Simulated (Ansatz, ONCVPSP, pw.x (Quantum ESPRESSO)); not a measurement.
# pw.x on fcc Ti: one setting changed

Potential: optimised norm-conserving Vanderbilt (ONCV), ONCVPSP 4.0.1.1 (patched build), PBE; core [Ne], reference 3s2 3p6 3d2 4s1.5 4p0.5; waves: 3s+4s: rc 2.00 bohr, ncon 3, nbas 7, qcut 5.6 1/bohr, 2 projectors; 3p+4p: rc 2.15 bohr, ncon 4, nbas 9, qcut 6.7 1/bohr, 2 projectors; 3d: rc 2.55 bohr, ncon 4, nbas 8, qcut 6.8 1/bohr, 2 projectors, debl 0.6 Ha; local part: polynomial inside 1.60 bohr (lpopt 5, dvloc0 3 Ha); core correction: Teter function, fcfact 4, rcfact 1.5.

The reference run (k-mesh 14³, cutoffs 50/200 Ry, Fermi–Dirac 0.01 Ry, mixing_beta 0.4, conv_thr 1e-9, no spin) gives 0.28 GPa at 17.482 Å³/atom, where all-electron LAPW gives -0.10 GPa. This run, with its own iteration cap, changes ecutrho/ecutwfc to 16.

```
&control
  calculation='scf', prefix='x', pseudo_dir='./', outdir='./tmp', tstress=.true., disk_io='none'
/
&system
  ibrav=0, nat=1, ntyp=1, ecutwfc=50, ecutrho=800, nbnd=14,
  occupations='smearing', smearing='fd', degauss=0.01
/
&electrons
  conv_thr=1e-09, mixing_beta=0.4, electron_maxstep=70
/
ATOMIC_SPECIES
Ti 1.0 Ti.UPF
CELL_PARAMETERS angstrom
  0.00000000 2.05993590 2.05993590
  2.05993590 0.00000000 2.05993590
  2.05993590 2.05993590 0.00000000
ATOMIC_POSITIONS crystal
Ti 0.0000 0.0000 0.0000
K_POINTS automatic
14 14 14 0 0 0
```

```bash
pw.x < Ti.scf.in > Ti.scf.out
```

**Question.** How does the run end?

**Answer.** It converges in 8 iterations; the free energy moves by +0.0 meV/atom and the pressure by +0.00 GPa. The result is that of the reference run.

```
Message from routine setup:
     using ibrav=0 with symmetry is DISCOURAGED, use correct ibrav instead
     lattice parameter (alat)  =       5.5051  a.u.
     unit-cell volume          =     117.9744 (a.u.)^3
     number of electrons       =        12.00
     number of Kohn-Sham states=           14
     kinetic-energy cutoff     =      50.0000  Ry
     charge density cutoff     =     800.0000  Ry
     scf convergence threshold =      1.0E-09
     Exchange-correlation= PBE
     number of k points=   104  Fermi-Dirac smearing, width (Ry)=  0.0100
     iteration #  1     ecut=    50.00 Ry     beta= 0.40
     total energy              =    -119.69957071 Ry
     estimated scf accuracy    <       0.04795061 Ry
     iteration #  2     ecut=    50.00 Ry     beta= 0.40
     total energy              =    -119.70477901 Ry
     estimated scf accuracy    <       0.00230983 Ry
     iteration #  3     ecut=    50.00 Ry     beta= 0.40
     total energy              =    -119.70510580 Ry
     estimated scf accuracy    <       0.00022102 Ry
     [... 2 iterations left out ...]
     iteration #  6     ecut=    50.00 Ry     beta= 0.40
     total energy              =    -119.70511679 Ry
     estimated scf accuracy    <       0.00000002 Ry
     iteration #  7     ecut=    50.00 Ry     beta= 0.40
     total energy              =    -119.70511680 Ry
     estimated scf accuracy    <          5.4E-09 Ry
     iteration #  8     ecut=    50.00 Ry     beta= 0.40
     the Fermi energy is    13.4228 ev
!    total energy              =    -119.70511680 Ry
     estimated scf accuracy    <          3.3E-11 Ry
     smearing contrib. (-TS)   =      -0.00764805 Ry
     The total energy is F=E-TS. E is the sum of the following terms:
     one-electron contribution =     -37.74815276 Ry
     hartree contribution      =      22.93602013 Ry
     xc contribution           =     -20.08331592 Ry
     ewald contribution        =     -84.80202019 Ry
     convergence has been achieved in   8 iterations
          total   stress  (Ry/bohr**3)                   (kbar)     P=        2.74
     Message from routine punch:
     Nothing written, as per user request (disk_io='none')
```

The run took about 19 s on one core of a shared host (Neoverse-N1, 64 threads, 124 GiB, load 55).
